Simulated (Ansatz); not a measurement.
## Relativity in Cu

```
Cu
1.0
     0.00000    1.80750    1.80750
     1.80750    0.00000    1.80750
     1.80750    1.80750    0.00000
Cu
1
Direct
  0.00000 0.00000 0.00000
```

The cell is COD entry 5000216, as deposited and not checked against the literature; nothing was relaxed.

One fixed cell is solved with PBE by LAPW (all electrons) in Ansatz 0.2.0 under different relativistic treatments. Pressure is positive in compression.

Numerical set-up: a Γ-centred 19×19×19 k mesh, Fermi–Dirac smearing of 0.08 eV, basis error target 0.25 meV/atom, no spin polarisation.

| setting | P (GPa) | lowest level at Γ above −25 eV, from the valence-band top or, without a gap, the Fermi level (eV) |
| --- | --- | --- |
| scalar-relativistic | 1.69 | -9.45 |
| non-relativistic | ? | ? |
| with spin–orbit coupling | 1.67 | -9.46 |

Problem. Give the missing entry: row "non-relativistic", column "P (GPa)".

Solution. 5.94.

Problem. Give the missing entry: row "non-relativistic", column "lowest level at Γ above −25 eV, from the valence-band top or, without a gap, the Fermi level (eV)".

Solution. -9.22.
